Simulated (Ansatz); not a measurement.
**PtSe2 (Sudovikovite) in Ansatz: the effect of exact exchange**

The system is PtSe2 (Sudovikovite).

```
Pt Se
1.0
     3.72400    0.00000    0.00000
    -1.86200    3.22508    0.00000
     0.00000    0.00000    5.06200
Pt Se
1 2
Direct
  0.00000 0.00000 0.00000
  0.66667 0.33333 0.75000
  0.33333 0.66667 0.25000
```

Alike in all runs:

| Quantity | Value |
| --- | --- |
| Program | Ansatz 0.2.0 |
| Task | single point |
| Functional | HSE06 form with a typed share of exact exchange |
| Potentials or basis | Ansatz PAW |
| Cutoff | 420 eV (not typed: the program's choice for these potentials) |
| k mesh | 4 × 4 × 3 |
| Occupations | fermi-dirac, width 0.05 eV |
| Spin | no spin polarisation |

```csv
exact exchange,pressure (GPa),largest force (eV/Å)
0.05,6.1,0.41
0.1,?,?
0.15,4.2,0.23
0.2,3.4,0.15
```

**Question.** What does the run with exact exchange 0.1 give?

**Answer.** Pressure 5.2 GPa; largest force 0.32 eV/Å.

Worked out: A straight line through the other rows of the pressure, of slope -18.1 GPa per unit of exact exchange, gives 5.2 GPa, against the run's 5.2. A straight line through the other rows of the largest force, of slope -1.74 eV/Å per unit of exact exchange, gives 0.32 eV/Å, against the run's 0.32.

Caveats: all runs use coarse meshes; the PAW data sets come from PBE, with cores solved anew for the run's functional, which leaves a small shift of forces and pressure; the thresholds are loose for stress.
